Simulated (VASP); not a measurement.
Wanted: the native input for a VASP 6.6.1 run.

```yaml
Task: single point
Functional: LDA
Potentials_or_basis: VASP PAW LDA potentials, release 64 (Ta_pv, N)
Cutoff: 520 eV
k_mesh: 21 × 21 × 18
Occupations: gaussian, width 0.15 eV
Spin: no spin polarisation
Dipole_correction: no
Further_INCAR_settings: ALGO = Fast; EDIFF = 1e-07; NBANDS = 15
```

The structure of TaN lies in POSCAR:

```
TaN
1.0
    2.9379988584      0.0000000000      0.0000000000
   -1.4689994292      2.5443816477      0.0000000000
    0.0000000000      0.0000000000      2.8830000000
Ta N
1 1
Direct
    0.3333333333      0.6666666667      0.5000000000
    0.0000000000      0.0000000000      0.0000000000
```

One way to write it, as run:

INCAR

```
PREC = Accurate
ENCUT = 520
EDIFF = 1E-7
ISMEAR = 0
SIGMA = 0.15
LREAL = F
LASPH = T
NELM = 100
ALGO = Fast
ISIF = 2
LWAVE = F
LCHARG = F
NBANDS = 15
```

KPOINTS

```
regular mesh
0
Gamma
  21 21 18
```

Potentials or basis: VASP PAW LDA potentials, release 64 (Ta_pv, N).

The run is started by

```bash
$ cat potpaw_LDA.64/Ta_pv/POTCAR potpaw_LDA.64/N/POTCAR > POTCAR
$ mpirun -np 1 vasp_std > vasp.out
```

Results of the run:

The pressure is -9.8 GPa. The band gap on the k mesh is none (metal or under the smearing width).

Run time: 47 s on 1 thread of Intel(R) Xeon(R) 6975P-C (Granite Rapids) (shared host), peak memory 0.26 GiB.
